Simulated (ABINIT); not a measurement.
The system is CaO.

```
Ca O
1.0
     0.00000    2.40356    2.40356
     2.40356    0.00000    2.40356
     2.40356    2.40356    0.00000
Ca O
1 1
Direct
  0.00000 0.00000 0.00000
  0.50000 0.50000 0.50000
```

The cell is a database's computed one.

Program: ABINIT 10.8.3 (patched build). Alike in all runs: task single point; no spin polarisation; cell as given; cutoff (eV) 626; smearing fermi-dirac 0.05 eV.

Order these runs on this cell by their pressure, lowest first.
A. level PBEsol; potentials or basis JTH PAW PBE v2.0; k mesh 4 × 4 × 4; mesh quality coarse
B. level LDA; potentials or basis JTH PAW LDA v2.0; k mesh 13 × 13 × 13; mesh quality not flagged
C. level PBE; potentials or basis JTH PAW PBE v2.0; k mesh 6 × 6 × 6; mesh quality not flagged

B (-7.1 GPa), A (-2.8 GPa), C (1.5 GPa).

Caveats: some runs use coarse meshes; the PAW data sets were made with another functional, which shifts forces and pressure a little (some runs).
